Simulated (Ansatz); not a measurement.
# Platinum, hcp under BLYP: structure, energy and stiffness, part 2 of 2

Aim: take platinum in the hcp structure, relax it, solve it on a dense k-mesh, then scale the cell to 7 volumes from 88 to 112 % of the relaxed one and try a fit of the equation of state. Spin polarisation is left out. The k-meshes are 13×13×7 for the relaxation; 21×21×11 for the dense run; 14×14×7 for the volumes.

Ansatz 0.2.0; DFT, BLYP, plane waves (420 eV) with PAW, scalar-relativistic.

## Step 5: Equation of state: 92 %

This is Pt in the hcp structure; at room conditions it is fcc.

Contents of input.yaml:

```yaml
crystal:
  lattice:
    - [2.7366128529, 0.0, 0.0]
    - [-1.3683064265, 2.3699762509, 0.0]
    - [0.0, 0.0, 4.7617520445]
  atoms:
    - { symbol: Pt, position: [0.3333333333, 0.6666666667, 0.25] }
    - { symbol: Pt, position: [0.6666666667, 0.3333333333, 0.75] }
hamiltonian:
  xc: blyp
  pseudopotentials:
    kind: paw
    azcp:
      Pt: "pseudopotentials/Pt.paw.azcp"
basis:
  ecutwfc: 420
  fft_grid_basis: typed
kpoints:
  mp_grid: { grid: [14, 14, 7], shift: [0, 0, 0] }
magnetization:
  spin_polarized: false
scf:
  occupations: { method: fermi_dirac, width: 0.1 }
  lower_state_search: "off"
output:
  stress: true
  write_density: true
  write_potential: true
  elf: true
  volumetric_format: npy
```

The program printed, cut to the lines that bear on the results:

```text
Warning: RAYON_NUM_THREADS=2 ignored (pool sized by the plan → 2); use --threads N
[...]
Pseudopotentials: kind: paw
Pseudopotential: Pt, paw, valence charge 18, recommended cutoff 420 eV (normal), <dir>
Functional definition: BLYP
[...]
Crystal: 2 atoms, lattice volume = 30.883 Å³
Basis set: ecut = 420 eV, 597 PW (Γ), exchange–correlation on 40×40×64 points (8 copies of the dense FFT grid, shifted against one another)
Bands: 22, of which v1, the nominal top of the filled ones, is band 18 counted from 1 (17 counted from 0)
Symmetry: 24 space group operations
Space group: P63/mmc (ITA 194), of the structure as read, at distance tolerance 3.1e-5 Å
k-points: 96 of 1372
[...]
SCF iter   1: F=—  HF=-25097.934195 eV  |F-HF|=—  |Δ(HF+E_count)|=         —  Δρ=1.17e-2  dr2=3.91e-2  ethr=1.77e-3  ⟨swp⟩=5.0  Hψ=8278  notcnv=0
[...]
SCF iter   6: F=-25097.927662 eV  HF=-25097.927662 eV  |F-HF|=1.60e-8  |Δ(HF+E_count)|=   4.77e-7  Δρ=9.79e-6  dr2=1.93e-8  ethr=2.78e-10  ⟨swp⟩=8.9  Hψ=14229  notcnv=0
[...]
SCF converged after 6 iterations
Free energy (F): -25097.927662 eV
[...]
E sigma→0 (E₀):  -25097.873406 eV
Entropy (-TS):   -0.108512 eV (-54.256 meV/atom)
Fermi energy:    23.142080 eV
[...]
--- Stress (GPa, compression-positive) ---
       21.448241      -0.000000      -0.000000
       -0.000000      21.448241      -0.000000
       -0.000000      -0.000000      18.026275
  P = ⅓ Tr σ = 20.3076 GPa (203.076 kbar)
--- Band table (eV; the first three rows and the last of 96) ---
  k-point 0: bands = ["-75.2158", "-75.1946", "-29.5022", "-29.2675", "-29.2675", "-29.2245", "-29.2245", "-29.1452", "13.3638", "15.9324", "19.0409", "19.6062", "19.6062", "19.9753", "19.9753", "21.2679", "21.2679", "22.5912", "22.8964", "22.8964", "27.9106", "38.6090"]
[...]
```

Wall time 1.2 s (2 threads of an x86-64 CPU, shared host); peak memory 0.51 GiB.

Density in a lattice plane of the grid's cell (edges 2.74 and 4.76 Å, at 0.333 of the third edge), which holds Pt.

Values in e/Å³, 12 rows by 6 columns:
```
 0.39  0.23  0.40  1.20  2.08  1.21
 0.85  0.35  0.92  5.08  8.42  5.05
 1.25  0.42  1.38  7.54 11.63  7.46
 0.85  0.35  0.92  5.08  8.42  5.05
 0.39  0.23  0.40  1.20  2.08  1.21
 0.26  0.23  0.26  0.34  0.40  0.34
 0.39  0.50  0.40  0.27  0.23  0.26
 0.85  1.47  0.92  0.37  0.26  0.36
 1.24  2.32  1.37  0.45  0.29  0.44
 0.85  1.47  0.92  0.37  0.26  0.36
 0.39  0.50  0.40  0.27  0.23  0.26
 0.26  0.23  0.26  0.34  0.40  0.34
```
Columns run along the first of these edges and rows up along the second, over one cell in 6 and 12 even steps from the bottom left corner. Atoms in the plane (fractional): Pt at (0.67, 0.75).

ELF in the same plane.

Values, 12 rows by 6 columns:
```
0.25 0.21 0.26 0.39 0.44 0.38
0.33 0.26 0.34 0.63 0.67 0.62
0.37 0.29 0.38 0.66 0.67 0.65
0.33 0.26 0.34 0.63 0.67 0.62
0.25 0.21 0.26 0.39 0.44 0.38
0.21 0.20 0.22 0.24 0.23 0.23
0.25 0.27 0.26 0.22 0.21 0.22
0.33 0.41 0.34 0.24 0.22 0.24
0.37 0.46 0.38 0.25 0.24 0.25
0.33 0.41 0.34 0.24 0.22 0.24
0.25 0.27 0.26 0.22 0.21 0.22
0.21 0.20 0.22 0.24 0.23 0.23
```
Columns run along the first of these edges and rows up along the second, over one cell in 6 and 12 even steps from the bottom left corner. Atoms in the plane (fractional): Pt at (0.67, 0.75).

Both are smooth fields of the valence electrons: close to the nuclei they are not physical.

## Step 6: Equation of state: 96 %

Edit input.yaml of step 5 so:

```diff
@@ -2,5 +2,5 @@
   lattice:
-    - [2.7366128529, 0.0, 0.0]
-    - [-1.3683064265, 2.3699762509, 0.0]
-    - [0.0, 0.0, 4.7617520445]
+    - [2.7757126048, 0.0, 0.0]
+    - [-1.3878563024, 2.4038376294, 0.0]
+    - [0.0, 0.0, 4.8297862655]
   atoms:
@@ -26,5 +26 @@
   stress: true
-  write_density: true
-  write_potential: true
-  elf: true
-  volumetric_format: npy
```

The program printed, cut to the lines that bear on the results:

```text
Warning: RAYON_NUM_THREADS=2 ignored (pool sized by the plan → 2); use --threads N
[...]
[... 3 set-up lines as earlier in the session ...]
[...]
Crystal: 2 atoms, lattice volume = 32.226 Å³
Basis set: ecut = 420 eV, 641 PW (Γ), exchange–correlation on 40×40×72 points (8 copies of the dense FFT grid, shifted against one another)
Bands: 22, of which v1, the nominal top of the filled ones, is band 18 counted from 1 (17 counted from 0)
[... 2 set-up lines as earlier in the session ...]
k-points: 96 of 1372
[...]
SCF iter   1: F=—  HF=-25098.053291 eV  |F-HF|=—  |Δ(HF+E_count)|=         —  Δρ=1.10e-2  dr2=3.76e-2  ethr=1.77e-3  ⟨swp⟩=5.0  Hψ=8166  notcnv=0
[...]
SCF iter   6: F=-25098.047670 eV  HF=-25098.047670 eV  |F-HF|=2.01e-8  |Δ(HF+E_count)|=   5.57e-7  Δρ=1.07e-5  dr2=2.43e-8  ethr=2.78e-10  ⟨swp⟩=4.0  Hψ=7010  notcnv=0
[...]
SCF converged after 6 iterations
Free energy (F): -25098.047670 eV
[...]
E sigma→0 (E₀):  -25097.989887 eV
Entropy (-TS):   -0.115567 eV (-57.783 meV/atom)
Fermi energy:    21.878235 eV
[...]
--- Stress (GPa, compression-positive) ---
        9.380913       0.000000       0.000000
        0.000000       9.380913       0.000000
        0.000000       0.000000       7.725089
  P = ⅓ Tr σ = 8.8290 GPa (88.290 kbar)
```

Run time: 0.88 s. Hardware: 2 threads of an x86-64 CPU, shared host; peak memory 0.5 GiB.

## Step 7: Equation of state: 100 %

Edit input.yaml of step 6 so:

```diff
@@ -2,5 +2,5 @@
   lattice:
-    - [2.7757126048, 0.0, 0.0]
-    - [-1.3878563024, 2.4038376294, 0.0]
-    - [0.0, 0.0, 4.8297862655]
+    - [2.8137407907, 0.0, 0.0]
+    - [-1.4068703954, 2.4367710044, 0.0]
+    - [0.0, 0.0, 4.8959559437]
   atoms:
```

The program printed, cut to the lines that bear on the results:

```text
Warning: RAYON_NUM_THREADS=2 ignored (pool sized by the plan → 2); use --threads N
[...]
[... 3 set-up lines as earlier in the session ...]
[...]
Crystal: 2 atoms, lattice volume = 33.569 Å³
Basis set: ecut = 420 eV, 665 PW (Γ), exchange–correlation on 40×40×72 points (8 copies of the dense FFT grid, shifted against one another)
Bands: 22, of which v1, the nominal top of the filled ones, is band 18 counted from 1 (17 counted from 0)
[... 2 set-up lines as earlier in the session ...]
k-points: 96 of 1372
[...]
SCF iter   1: F=—  HF=-25098.087708 eV  |F-HF|=—  |Δ(HF+E_count)|=         —  Δρ=1.04e-2  dr2=3.58e-2  ethr=1.77e-3  ⟨swp⟩=4.9  Hψ=8127  notcnv=0
[...]
SCF iter   6: F=-25098.082995 eV  HF=-25098.082995 eV  |F-HF|=2.37e-8  |Δ(HF+E_count)|=   6.23e-7  Δρ=1.12e-5  dr2=2.88e-8  ethr=2.78e-10  ⟨swp⟩=4.0  Hψ=7044  notcnv=0
[...]
SCF converged after 6 iterations
Free energy (F): -25098.082995 eV
[...]
E sigma→0 (E₀):  -25098.021718 eV
Entropy (-TS):   -0.122554 eV (-61.277 meV/atom)
Fermi energy:    20.717599 eV
[...]
--- Stress (GPa, compression-positive) ---
        0.081013       0.000000       0.000000
        0.000000       0.081013       0.000000
        0.000000       0.000000      -0.201756
  P = ⅓ Tr σ = -0.0132 GPa (-0.132 kbar)
```

Run time: 0.99 s. Hardware: 2 threads of an x86-64 CPU, shared host; peak memory 0.5 GiB.

## Step 8: Equation of state: 104 %

Edit input.yaml of step 7 so:

```diff
@@ -2,5 +2,5 @@
   lattice:
-    - [2.8137407907, 0.0, 0.0]
-    - [-1.4068703954, 2.4367710044, 0.0]
-    - [0.0, 0.0, 4.8959559437]
+    - [2.850767942, 0.0, 0.0]
+    - [-1.425383971, 2.4688374581, 0.0]
+    - [0.0, 0.0, 4.9603838051]
   atoms:
```

The program printed, cut to the lines that bear on the results:

```text
Warning: RAYON_NUM_THREADS=2 ignored (pool sized by the plan → 2); use --threads N
[...]
[... 3 set-up lines as earlier in the session ...]
[...]
Crystal: 2 atoms, lattice volume = 34.912 Å³
Basis set: ecut = 420 eV, 713 PW (Γ), exchange–correlation on 40×40×72 points (8 copies of the dense FFT grid, shifted against one another)
Bands: 22, of which v1, the nominal top of the filled ones, is band 18 counted from 1 (17 counted from 0)
[... 1 set-up line as earlier in the session ...]
Space group: P63/mmc (ITA 194), of the structure as read, at distance tolerance 3.3e-5 Å
k-points: 96 of 1372
[...]
SCF iter   1: F=—  HF=-25098.056857 eV  |F-HF|=—  |Δ(HF+E_count)|=         —  Δρ=9.76e-3  dr2=3.38e-2  ethr=1.77e-3  ⟨swp⟩=4.9  Hψ=8040  notcnv=0
[...]
SCF iter   6: F=-25098.053186 eV  HF=-25098.053186 eV  |F-HF|=2.99e-8  |Δ(HF+E_count)|=   7.42e-7  Δρ=1.21e-5  dr2=3.58e-8  ethr=2.78e-10  ⟨swp⟩=4.0  Hψ=7189  notcnv=0
[...]
SCF converged after 6 iterations
Free energy (F): -25098.053186 eV
[...]
E sigma→0 (E₀):  -25097.988481 eV
Entropy (-TS):   -0.129411 eV (-64.706 meV/atom)
Fermi energy:    19.648609 eV
[...]
--- Stress (GPa, compression-positive) ---
       -7.057274      -0.000000       0.000000
        0.000000      -7.057274       0.000000
        0.000000       0.000000      -6.284273
  P = ⅓ Tr σ = -6.7996 GPa (-67.996 kbar)
```

Run time: 1 s. Hardware: 2 threads of an x86-64 CPU, shared host; peak memory 0.51 GiB.

## Step 9: Equation of state: 108 %

Edit input.yaml of step 8 so:

```diff
@@ -2,5 +2,5 @@
   lattice:
-    - [2.850767942, 0.0, 0.0]
-    - [-1.425383971, 2.4688374581, 0.0]
-    - [0.0, 0.0, 4.9603838051]
+    - [2.8868574434, 0.0, 0.0]
+    - [-1.4434287217, 2.5000918831, 0.0]
+    - [0.0, 0.0, 5.0231801399]
   atoms:
@@ -26 +26,5 @@
   stress: true
+  write_density: true
+  write_potential: true
+  elf: true
+  volumetric_format: npy
```

The program printed, cut to the lines that bear on the results:

```text
Warning: RAYON_NUM_THREADS=2 ignored (pool sized by the plan → 2); use --threads N
[...]
[... 3 set-up lines as earlier in the session ...]
[...]
Crystal: 2 atoms, lattice volume = 36.254 Å³
Basis set: ecut = 420 eV, 713 PW (Γ), exchange–correlation on 40×40×72 points (8 copies of the dense FFT grid, shifted against one another)
Bands: 22, of which v1, the nominal top of the filled ones, is band 18 counted from 1 (17 counted from 0)
[... 2 set-up lines as earlier in the session ...]
k-points: 96 of 1372
[...]
SCF iter   1: F=—  HF=-25097.976135 eV  |F-HF|=—  |Δ(HF+E_count)|=         —  Δρ=9.17e-3  dr2=3.16e-2  ethr=1.77e-3  ⟨swp⟩=4.9  Hψ=7992  notcnv=0
[...]
SCF iter   6: F=-25097.973508 eV  HF=-25097.973508 eV  |F-HF|=3.41e-8  |Δ(HF+E_count)|=   9.07e-7  Δρ=1.23e-5  dr2=4.05e-8  ethr=2.78e-10  ⟨swp⟩=8.9  Hψ=14113  notcnv=0
[...]
SCF converged after 6 iterations
Free energy (F): -25097.973508 eV
[...]
E sigma→0 (E₀):  -25097.905482 eV
Entropy (-TS):   -0.136052 eV (-68.026 meV/atom)
Fermi energy:    18.661024 eV
[...]
--- Stress (GPa, compression-positive) ---
      -12.507834      -0.000000      -0.000000
       -0.000000     -12.507834      -0.000000
       -0.000000      -0.000000     -10.923969
  P = ⅓ Tr σ = -11.9799 GPa (-119.799 kbar)
--- Band table (eV; the first three rows and the last of 96) ---
  k-point 0: bands = ["-79.1796", "-79.1705", "-33.3594", "-33.2842", "-33.2842", "-33.2606", "-33.2606", "-33.1704", "10.4739", "12.8903", "15.5032", "15.9358", "15.9358", "16.2123", "16.2123", "17.2225", "17.2225", "18.4644", "18.4644", "18.7755", "22.4555", "34.2643"]
[...]
```

Wall time 1.4 s (2 threads of an x86-64 CPU, shared host); peak memory 0.53 GiB.

## Step 10: Equation of state: 112 %

Edit input.yaml of step 9 so:

```diff
@@ -2,5 +2,5 @@
   lattice:
-    - [2.8868574434, 0.0, 0.0]
-    - [-1.4434287217, 2.5000918831, 0.0]
-    - [0.0, 0.0, 5.0231801399]
+    - [2.922066492, 0.0, 0.0]
+    - [-1.461033246, 2.5305838136, 0.0]
+    - [0.0, 0.0, 5.0844444721]
   atoms:
```

The program printed, cut to the lines that bear on the results:

```text
Warning: RAYON_NUM_THREADS=2 ignored (pool sized by the plan → 2); use --threads N
[...]
[... 3 set-up lines as earlier in the session ...]
[...]
Crystal: 2 atoms, lattice volume = 37.597 Å³
Basis set: ecut = 420 eV, 713 PW (Γ), exchange–correlation on 40×40×72 points (8 copies of the dense FFT grid, shifted against one another)
Bands: 22, of which v1, the nominal top of the filled ones, is band 18 counted from 1 (17 counted from 0)
[... 1 set-up line as earlier in the session ...]
Space group: P63/mmc (ITA 194), of the structure as read, at distance tolerance 3.4e-5 Å
k-points: 96 of 1372
[...]
SCF iter   1: F=—  HF=-25097.857504 eV  |F-HF|=—  |Δ(HF+E_count)|=         —  Δρ=8.60e-3  dr2=2.92e-2  ethr=1.77e-3  ⟨swp⟩=4.9  Hψ=7958  notcnv=0
[...]
SCF iter   6: F=-25097.855887 eV  HF=-25097.855887 eV  |F-HF|=3.71e-8  |Δ(HF+E_count)|=   1.03e-6  Δρ=1.25e-5  dr2=4.54e-8  ethr=2.78e-10  ⟨swp⟩=8.9  Hψ=14200  notcnv=0
[...]
SCF converged after 6 iterations
Free energy (F): -25097.855887 eV
[...]
E sigma→0 (E₀):  -25097.784633 eV
Entropy (-TS):   -0.142509 eV (-71.255 meV/atom)
Fermi energy:    17.745854 eV
[...]
--- Stress (GPa, compression-positive) ---
      -16.642994       0.000000       0.000000
       -0.000000     -16.642994       0.000000
        0.000000       0.000000     -14.428730
  P = ⅓ Tr σ = -15.9049 GPa (-159.049 kbar)
--- Band table (eV; the first three rows and the last of 96) ---
  k-point 0: bands = ["-79.9899", "-79.9825", "-34.1551", "-34.1032", "-34.1032", "-34.0827", "-34.0827", "-33.9922", "9.8878", "12.2635", "14.7710", "15.1777", "15.1777", "15.4365", "15.4365", "16.3907", "16.3907", "17.5578", "17.5578", "18.0023", "21.3464", "33.3461"]
[...]
```

It took 1.3 s on 2 threads of an x86-64 CPU, shared host; peak memory 0.53 GiB.

## Step 11: Fitting the volumes

All volumes keep the relaxed shape and fractional coordinates.

```tsv
V (Å³/atom)	E − E₀ (meV/atom)	P from the stress (GPa)	P from the fit (GPa)
14.770	187.3	35.19	34.81
15.442	74.2	20.31	19.87
16.113	15.9	8.83	8.40
16.784	0.0	-0.01	-0.42
17.456	16.6	-6.80	-7.19
18.127	58.1	-11.98	-12.37
18.799	118.6	-15.90	-16.31
```

A third-order Birch-Murnaghan fit gives V₀ = 16.748 Å³/atom, B₀ = 195 GPa and B₀′ = 5.6; it misses no point by more than 0.04 meV/atom.

Fit and stress differ a little: one follows E(σ → 0), the other the smeared free energy.

## Step 12: Outcome

This closing draws on all 2 parts.

| quantity | value |
| --- | --- |
| space group (spins left aside) | P6_3/mmc (No. 194) |
| conventional cell | a = 2.814 Å, c = 4.896 Å (c/a = 1.740) |
| volume | 16.784 Å³/atom |
| shortest distance | 2.814 Å |
| gap on the mesh | none (levels filled in part) |
| relative to fcc | +48 meV/atom |
| V₀, B₀, B₀′ | 16.748 Å³/atom, 195 GPa, 5.6 |

**Reading.** The relaxation enlarged the cell by 11.2 % in volume. Against the reference form of platinum (fcc, computed apart with the same settings) it stands 48 meV/atom higher. No gap shows: it is a metal or semimetal at this level. The fitted modulus is 195 GPa; letting shape and positions relax at each volume could only lower it. The symmetry was held, so the structure may be unstable against distortions that break it.
